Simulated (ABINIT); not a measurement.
# LiF (Griceite) in ABINIT: the effect of potentials

Crystal: LiF (Griceite).

```xyz
2
Lattice="0.0000 2.0140 2.0140 2.0140 0.0000 2.0140 2.0140 2.0140 0.0000" Properties=species:S:1:pos:R:3 pbc="T T T"
F     2.0140    2.0140    2.0140
Li    0.0000    0.0000    0.0000
```

Alike in all runs:

```yaml
Program: ABINIT 10.8.3 (patched build)
Task: band structure
Functional: r2SCAN
k_mesh: 11 × 11 × 11
Occupations: fermi-dirac, width 0.05 eV
Spin: no spin polarisation
```

```tsv
potentials	cutoff	gap on the mesh (eV)	pressure (GPa)
Ansatz PAW PBE default generated set, frozen core	517 eV	10.06	-2.2
JTH PAW PBE v2.0	762 eV	10.05	-2.8
Ansatz NC r2SCAN	1497 eV	10.10	-2.3
SG15 NC PBE v1.2	1306 eV	10.10	-2.0
PseudoDojo NC SR PBE v0.4.1 standard	1361 eV	?	?
```

Q: What does the run with potentials PseudoDojo NC SR PBE v0.4.1 standard give?

A: gap on the mesh 9.88 eV; pressure -1.7 GPa.

Caveats: the PAW data sets were made with another functional, which shifts forces and pressure a little (some runs); the potentials were made for another functional, which shifts forces and pressure (some runs); the atomic spheres overlap (some runs); a meta-GGA on potentials with a model core is unreliable (some runs).

